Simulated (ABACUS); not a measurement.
Runs of ABACUS 3.10.1 on ZrS2. Symmetry: P-3m1, No. 164, trigonal system. The conventional cell has a = 3.691 Å, b = 3.691 Å, c = 6.041 Å, α = 90.00°, β = 90.00°, γ = 120.00°. Around Zr (site symmetry -3m) lie 6 S at 2.57 Å. Around S (site symmetry 3m) lie 3 Zr at 2.57 Å. The cell is a database's computed one.

```tsv
task	level	potentials or basis	cell	k mesh	cutoff (eV)	SCF threshold on the density	eigensolver	symmetry key	path	points for each segment of the path	mesh quality	gap on the mesh (eV)	pressure (GPa)	V0 of scaled cells (Å³/atom)	B0 (GPa)	largest force (eV/Å)
single point	PBE	SG15 ONCV 1.2 PBE, TZDP LCAO (the cutoffs set its grid)	as given	7 × 7 × 5	1361	1e-07	genelpa	1	-	-	not flagged	1.07	0.8	-	-	0.11
equation of state	PBE	PseudoDojo NC SR 0.4.1 PBE standard, DZP LCAO (the cutoffs set its grid)	as given	8 × 8 × 5	1361	1e-07	genelpa	1	-	-	not flagged	-	-	(a)	(b)	-
relaxation of cell and atoms	LDA-PW92	GBRV ultrasoft 1.5 LDA, plane waves	relaxed	6 × 6 × 4	544	1e-08	dav	1	-	-	not flagged	0.49	0.0	-	-	0.01
single point	revTPSS	SG15 ONCV 1.2 PBE, plane waves	as given	5 × 5 × 3	1034	1e-08	dav	1	-	-	not flagged	1.24	0.3	-	-	(c)
single point	PBE	PseudoDojo NC SR 0.4.1 PBE standard, DZP LCAO (the cutoffs set its grid)	as given	8 × 8 × 5	1361	1e-07	genelpa	1	-	-	not flagged	1.05	1.0	-	-	0.17
single point	PBE	PseudoDojo NC SR 0.4.1 PBE standard, plane waves	as given	8 × 8 × 5	898	1e-08	dav	1	-	-	not flagged	1.05	0.5	-	-	0.05
equation of state	revTPSS	SG15 ONCV 1.2 PBE, plane waves	as given	5 × 5 × 3	1034	1e-08	dav	1	-	-	coarse	-	-	23.85	87	-
```

Alike in all rows: no spin polarisation; smearing fermi-dirac 0.05 eV.

Task: Fill in the values left out.

Result: (a) 24.04; (b) 88; (c) 0.14.

Caveats: some runs use coarse meshes; this functional lacks dispersion, which binds the layers, so the pressure and a relaxed spacing across them are unreliable (some runs); an odd mesh through Γ misses points on the zone boundary, where band edges often lie (some runs); the atomic orbitals were generated for these runs and aren't a published set (some runs); the basis of atomic orbitals isn't converged, which shifts pressures, moduli and gaps (some runs); the cell was scaled at fixed shape and fractional positions, which overstates the stiffness of a crystal with free parameters, most of all of layers and chains (some runs); the potentials were made for another functional, which shifts forces and pressure (some runs); there are fewer bands than atomic start orbitals, so a level may be missed at k points of high symmetry (some runs).

A k mesh can miss the band edges, and the runs leave out spin-orbit coupling on Zr.

Not every run made on this cell is shown here.
